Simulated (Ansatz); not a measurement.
Wanted: the native input for an Ansatz 0.2.0 run.

```yaml
Task: single point
Functional: PBE
Potentials_or_basis: Ansatz PAW
Cutoff: "420 eV (not typed: the program's choice for these potentials)"
k_mesh: 9 × 6 × 5
Occupations: fermi-dirac, width 0.05 eV
Spin: no spin polarisation
```

SnO2:

```
CELL_PARAMETERS angstrom
3.02327 0.06047 0.00000
0.09929 4.96468 0.00000
0.00000 0.00000 5.97696
ATOMIC_POSITIONS crystal
Sn 0.50000 0.50000 0.00000
O 0.00000 0.50000 0.77572
O 0.00000 0.50000 0.22428
```

The cell was built by a generator and needn't be a form met in nature.

The cell isn't the ideal one: strained by +4 %.

These files were run (other wordings do the same):

input.yaml

```yaml
crystal:
  lattice:
    - [3.02327, 0.0604654, 0.0]
    - [0.0992936, 4.96468, 0.0]
    - [0.0, 0.0, 5.97696]
  atoms:
    - { symbol: Sn, position: [0.5, 0.5, 0.0] }
    - { symbol: O, position: [0.0, 0.5, 0.77572] }
    - { symbol: O, position: [0.0, 0.5, 0.22428] }
hamiltonian:
  xc: pbe
  pseudopotentials: { kind: paw }
kpoints:
  mp_grid: { grid: [9, 6, 5] }
scf:
  occupations: { method: fermi_dirac, width: 0.05 }
output:
  forces: true
  stress: true
  eigenvalues: true
```

Potentials or basis: Ansatz PAW.

The run is started by

```console
$ ansatz run input.yaml --threads 2 --pin off --max-ram 5632MiB --backend cpu --events-out ev --progress --plain --runs-dir out
```

Results of the run:

The pressure is 0.5 GPa. The largest force is 0.003 eV/Å and the band gap on the k mesh is 1.31 eV, indirect (least direct gap 1.86 eV).

Caveat: odd divisions of the mesh miss points on the zone boundary, where band edges often lie, so the gap on the mesh can be too wide; the pressure holds a Pulay correction of +0.3 GPa for the finite cutoff; spin-orbit coupling is left out, which moves the levels of the heavy elements.

It took 3.4 s on 2 threads of Arm Neoverse V2 (shared host), peak memory 0.39 GiB.
